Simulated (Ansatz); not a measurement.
# A frame of liquid Al2O3 from 2363 K (220 atoms): geometry optimisation, part 2 of 2

How does a frame of liquid Al2O3 from 2363 K (220 atoms) relax, and what do bonds, charges and levels look like afterwards?

Ansatz 0.2.0; Kohn-Sham DFT, PBE, PAW (set soft_2), plane waves.

The cell: 88 Al and 132 O. The network of bonds at the start is that of the classical potential that made the cell. Sampling is at Γ alone, for a cell whose shortest periodic width is 14 Å.

So far, density (g/cm³): step 4 (distances and neighbours after relaxation) 2.93.

### 5. Single point at the relaxed geometry

The electronic structure is read at the final geometry, in a run of its own.

input.yaml reads:

```yaml
crystal:
  lattice:
    - [13.6438, 0.0, 0.0]
    - [0.0, 13.6438, 0.0]
    - [0.0, 0.0, 13.6438]
  atoms:
    - { symbol: Al, position: [0.07948, 0.30764, 0.10147] }
    - { symbol: Al, position: [0.66743, 0.29084, 0.23727] }
    - { symbol: Al, position: [0.75632, 0.07182, 0.33503] }
    - { symbol: Al, position: [0.20519, 0.32516, 0.33837] }
    - { symbol: Al, position: [0.6237, 0.95283, 0.50321] }
    - { symbol: Al, position: [0.7185, 0.96526, 0.93573] }
    - { symbol: Al, position: [0.72051, 0.37134, 0.04017] }
    - { symbol: Al, position: [0.09395, 0.28162, 0.48635] }
    - { symbol: Al, position: [0.77455, 0.22784, 0.88404] }
    - { symbol: Al, position: [0.41505, 0.48327, 0.94163] }
    - { symbol: Al, position: [0.01578, 0.78622, 0.80399] }
    - { symbol: Al, position: [0.5017, 0.3048, 0.35662] }
    - { symbol: Al, position: [0.87817, 0.22303, 0.38501] }
    - { symbol: Al, position: [0.61129, 0.13173, 0.98863] }
    - { symbol: Al, position: [0.51647, 0.7198, 0.18622] }
    - { symbol: Al, position: [0.55599, 0.74489, 0.4063] }
    - { symbol: Al, position: [0.47879, 0.53233, 0.48734] }
    - { symbol: Al, position: [0.11567, 0.91521, 0.12689] }
    - { symbol: Al, position: [0.95215, 0.12065, 0.5475] }
    - { symbol: Al, position: [0.99023, 0.41387, 0.31873] }
    - { symbol: Al, position: [0.38408, 0.17807, 0.92909] }
    - { symbol: Al, position: [0.68358, 0.63634, 0.76291] }
    - { symbol: Al, position: [0.47309, 0.10006, 0.51721] }
    - { symbol: Al, position: [0.80172, 0.54354, 0.94408] }
    - { symbol: Al, position: [0.89726, 0.93638, 0.78427] }
    - { symbol: Al, position: [0.12456, 0.04083, 0.59895] }
    - { symbol: Al, position: [0.55154, 0.65092, 0.96632] }
    - { symbol: Al, position: [0.79472, 0.08409, 0.10828] }
    - { symbol: Al, position: [0.06905, 0.61211, 0.68903] }
    - { symbol: Al, position: [0.75532, 0.63306, 0.3849] }
    - { symbol: Al, position: [0.98405, 0.1175, 0.77701] }
    - { symbol: Al, position: [0.17562, 0.77834, 0.34809] }
    [... 182 atom lines left out ...]
    - { symbol: O, position: [0.46082, 0.35354, 0.9415] }
    - { symbol: O, position: [0.66958, 0.13184, 0.11284] }
    - { symbol: O, position: [0.99512, 0.97368, 0.14487] }
    - { symbol: O, position: [0.1909, 0.6079, 0.15098] }
    - { symbol: O, position: [0.0624, 0.71368, 0.34019] }
    - { symbol: O, position: [0.27028, 0.25509, 0.97139] }
kpoints:
  mp_grid: { grid: [1, 1, 1] }
hamiltonian:
  xc: pbe
scf:
  occupations: { method: gaussian, width: 0.025 }
output:
  forces: true
  stress: true
  populations: intrinsic
  dos:
    method: { smearing: { sigma: 0.08 } }
    de: 0.1
    projected: { site_lists: { Al: [Al], O: [O] } }
  eigenvalues: true
  write_density: true
  write_potential: true
  volumetric_format: npy
```

Run with:

```bash
ansatz run input.yaml --threads 4 --pin off --max-ram 8192MiB --backend cpu --events-out ev --progress --plain --runs-dir out
```

Elapsed: 29 s, on 4 threads of AMD EPYC 9R45, shared host; peak memory 4.5 GiB; 1.9 min of CPU time.

The run gave:

```yaml
free_energy: -122487.2687 eV
free_energy_per_atom: -556.7603 eV/atom
scf_cycles: 10
pressure: -1.451 GPa
r_m_s_force_component: 0.00831 eV/Å
longest_force: 0.04701 eV/Å
fermi_energy: 6.321 eV
spacing_of_highest_filled_and_lowest_empty_level: 3.087 eV
```

Intrinsic-atomic-orbital charges by element and coordination:

```
element  coordination  atoms  mean charge (e)  spread   least    most
     Al           all     88             1.33  0.0281    1.25    1.40
     Al             4     40             1.35  0.0214    1.32    1.40
     Al             5     40             1.32  0.0198    1.29    1.38
     Al             6      8             1.29   0.023    1.25    1.32
      O           all    132            -0.89  0.0221  -0.952  -0.826
      O             2      9           -0.927  0.0245  -0.952  -0.875
      O             3    103           -0.892  0.0149  -0.925  -0.838
      O             4     19           -0.860  0.0175  -0.904  -0.826
      O             5      1           -0.874       0  -0.874  -0.874
```

States in the cell by windows of 1 eV, zero at the Fermi level; the larger projections on atomic orbitals stand beside the total:

```
from (eV)  to (eV)  total    O p  Al p  Al s
      -14       -9    0.0    0.0   0.0   0.0
       -9       -8   30.4   22.4   2.1   5.2
       -8       -7   83.8   62.7   7.0  11.5
       -7       -6  100.3   78.0  13.4   5.7
       -6       -5  125.3  103.4  14.9   3.5
       -5       -4  145.5  128.3  11.7   1.9
       -4       -3  156.5  145.6   6.5   0.9
       -3       -2  121.9  116.4   2.9   0.3
       -2       -1   28.3   27.2   0.5   0.0
       -1        1    0.0    0.0   0.0   0.0
        1        2    2.0    0.1   0.2   1.2
        2        3    5.5    0.8   1.7   1.7
        3        4   18.8    2.9   6.8   4.7
        4        5   38.3    5.8  17.5   7.0
```

The curve was stored every 0.10 eV, coarse against its broadening of 0.08 eV, so these counts are rough.

Between -21 and -14 eV lie 264 more states.

The levels nearest the highest filled one (over half full), pooled over k-points and spins:

```
level less the highest filled one (eV)  occupation
                                  -0.2           2
                                -0.169           2
                                -0.166           2
                                -0.131           2
                                -0.111           2
                                     0           2
                                  3.09           0
                                  4.10           0
                                  4.43           0
                                  4.52           0
                                  4.65           0
                                  4.71           0
```

Electrostatic potential energy in the bc plane at fractional x = 0.081, with atoms of Al and O within 0.2 Å of it. With pseudopotentials it is smooth inside the atoms' cores, unlike the true potential.

Ten even steps from '0' (-28 eV) to '9' (11 eV), each cell a mean:
```
667898888998799999999888842267667621377
544786579999999999999888888887778888854
654750018999999999999888889998878898854
556872249999999999999999999987657899876
888888899999988778999999999987556889998
999988999999865545788876668888777899999
999998999999745754687745545789888999999
888863599999864545788745644789999999999
544653599999976788999865557899998885578
544578999988864799999998889999888874477
765688988755677899999999999998557888898
830279987446447999999999999997226999999
810069997446447999999999999999778999998
555799998765533699999999999999999999865
646899999989500079999999998546889998646
646899999999842489999999896000789998646
652259999999999888853589898546999999876
950018999999999989700179899999999999998
986468899999999998854699877789999988889
898878789886668898888888645547778865557
889885114754545889998988547645878744446
899993001745754789999998644457898854457
999998657865556899999999864478888854688
999998888887789999999999800048778500189
```
Columns run along b (13.6 Å; values clipped at the 3rd and 97th percentile), rows up along c (13.6 Å). Atoms in or near the plane, at fractional coordinates: Al at (0.31, 0.10), Al at (0.28, 0.49), Al at (0.61, 0.69), Al at (0.99, 0.36), Al at (0.39, 0.72), Al at (0.68, 0.14), O at (0.36, 0.38), O at (0.15, 0.87), O at (0.06, 0.48), O at (0.07, 0.27), O at (0.17, 0.10), O at (0.67, 0.00), O at (0.89, 0.00).

Valence density in the bc plane at fractional x = 0.081, with atoms of Al and O within 0.2 Å of it. It is the smooth field of the valence electrons, not physical close to the nuclei.

Ten steps, logarithmic in the rise over the least value, from '0' (0.0 e/Å³) to '9' (6.4 e/Å³), each cell a mean:
```
233222322235542100000012478853223688743
222346753223321000000011234432222344432
112469985311110000000001111123343211222
433357874211121100000011233223554311234
542234432112333211222222333323444211245
432112211012332212345432233222222111134
211234421001221112445532123332111111112
112467642101223222233321123443211123322
223467642112356532111222222332212357753
222344321112467632001122111122333357754
344432111122455421000011000124665334432
478853112211222210000000000136886321112
589963112211233210000000000124664211113
456532111223577642000000011233222111222
123211000123699853110101124676421223321
134331000013578742222221236998532223321
368874200001233323477642234676421112222
369985211011111123589853112333211111112
246754211111122212467642121222333211112
222334443222233221233222221134555322233
211236887431123221111112221124554322233
111247998531112321100001233322332233322
111124665333332211000001367643222466532
121112222235543100000002589964224699853
```
Columns run along b (13.6 Å), rows up along c (13.6 Å). Atoms in or near the plane, at fractional coordinates: Al at (0.31, 0.10), Al at (0.28, 0.49), Al at (0.61, 0.69), Al at (0.99, 0.36), Al at (0.39, 0.72), Al at (0.68, 0.14), O at (0.36, 0.38), O at (0.15, 0.87), O at (0.06, 0.48), O at (0.07, 0.27), O at (0.17, 0.10), O at (0.67, 0.00), O at (0.89, 0.00).

Mean intrinsic-atomic-orbital charges: Al +1.33, O -0.89 e. The largest share in the top eV of filled states is O p (97 % of the projected weight), and in the lowest eV of empty states Al s (56 % of the projected weight).

Local excerpt of 9 atoms (numbers count through the whole input) about O189, which has 4 bonded neighbours where the commonest count for O is 3; x, y, z are measured from there.

```
atom      x      y      z  distance (Å)  bonds  intrinsic-atomic-orbital charge (e)
O189   0.00   0.00   0.00          0.00      4                                -0.90
Al40   0.33  -0.94  -1.47          1.78      4                                 1.38
Al10  -0.30  -0.54   1.72          1.83      5                                 1.32
Al33   0.10   1.82  -0.19          1.83      5                                 1.32
Al44  -2.31  -0.12  -0.39          2.35      5                                 1.35
O179  -1.84   1.69  -0.41          2.53      3                                -0.89
O182  -1.50  -1.08  -1.76          2.55      3                                -0.88
O209   1.99   1.56   0.36          2.56      3                                -0.91
O208  -2.07  -0.94   1.19          2.57      3                                -0.90
```

The column of bonds counts only the pairs O-Al within 2.48 Å; other neighbours, such as metal atoms beside each other in a compound, aren't counted, and periodic images can show an atom twice.

### 6. Results

| Quantity | Value |
| --- | --- |
| energy change in the relaxation | -405 meV/atom |
| r.m.s. displacement | 0.572 Å |
| largest displacement | 1.349 Å |
| free energy per atom | -556.7603 eV/atom |
| pressure | -1.451 GPa |
| r.m.s. force component | 0.00831 eV/Å |
| gap (highest filled to lowest empty level) | 3.087 eV |
| wall time of the 3 DFT runs | 6.2 min |

What this shows: Relaxation lowers the energy by 405 meV/atom and moves atoms by 0.57 Å r.m.s.; the r.m.s. force component goes from 2.4 to 0.0083 eV/Å, the pressure goes from 8.2 to -1.5 GPa, and the gap from 1.25 to 3.09 eV. By the final cutoffs 29 of 402 bonded pairs parted and 35 joined. From the first step to the last the energy fell by 89.109 eV, and the largest move was 1.35 Å (O190). The O-Al bonds go from 1.894 Å (spread 0.229) to 1.868 Å (spread 0.114), and their number from 402 to 408. With the cutoffs above, 45 % of Al atoms have 4 and as many 5 and 78 % of O atoms have 3 bonded neighbours. 7 % of the oxygens bridge two formers (Al) and 0 % are non-bridging; 78 % join three; 14 % join four; 1 % join five. Between filled and empty levels lie 3.09 eV (at Γ alone); a semilocal functional tends to put such gaps too low. In a disordered cell it changes from sample to sample and from frame to frame.

What to keep in mind: The starting topology of bonds comes from the classical model; in DFT 29 of its 402 bonded pairs passed out of the cutoffs and 35 came within them.

[Logs are printed without paths, hosts, clocks, repeated set-up lines and the standing remarks that a program may print on its own settings, such as how far it seeks lower states.]

[Hosts, paths, dates, database ids (printed as entryN), source tags and the programs' standing remarks are cut or masked in the printed files.]
